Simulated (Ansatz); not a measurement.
## WSe₂: clamped-ion strain scan

Method: DFT PBE, scalar-relativistic, plane waves, PAW (Ansatz 0.2.0). Cutoff 420 eV, Γ-centred 12×12×1 k-points, Gaussian smearing of 0.05 eV. Spin–orbit coupling is left out, which matters for the heavy elements here. No spin polarisation. Energies are free energies at this smearing, counted from the undisturbed cell; pressure is positive in compression.

The starting cell (relaxed at this level; this form isn't the usual structure):

```yaml
crystal:
  lattice:
    - [3.32061, 0.00000, 0.00000]
    - [-1.66030, 2.87573, 0.00000]
    - [0.00000, 0.00000, 31.02097]
  atoms:
    - { symbol: W, position: [0.66667, 0.33333, 0.00000] }
    - { symbol: W, position: [0.33333, 0.66667, 0.75435] }
    - { symbol: W, position: [0.33333, 0.66667, 0.24565] }
    - { symbol: Se, position: [0.33333, 0.66667, 0.05410] }
    - { symbol: Se, position: [0.66667, 0.33333, 0.80845] }
    - { symbol: Se, position: [0.66667, 0.33333, 0.29975] }
    - { symbol: Se, position: [0.33333, 0.66667, 0.94590] }
    - { symbol: Se, position: [0.66667, 0.33333, 0.70025] }
    - { symbol: Se, position: [0.66667, 0.33333, 0.19155] }
```

The cell holds layers and no dispersion correction was added, so their binding is poorly described.

The cell is strained by ε times the Voigt pattern (0, 0, 0, 0, 0, 1) (xx, yy, zz, yz, xz, xy; engineering shear) with fractional coordinates fixed.

```
      ε  ΔE (meV/atom) stress summed along the pattern (GPa, tension positive) pressure (GPa) gap on the mesh (eV)
-0.0400            8.4                                                    -2.03             0.1                  1.52
-0.0200            2.1                                                    -1.02             0.0                  1.53
 0.0000            0.0                                                     0.00             0.0                  1.53
 0.0100            0.5                                                     0.51             0.0                  1.53
 0.0300            4.7                                                     1.53             0.1                  1.53
```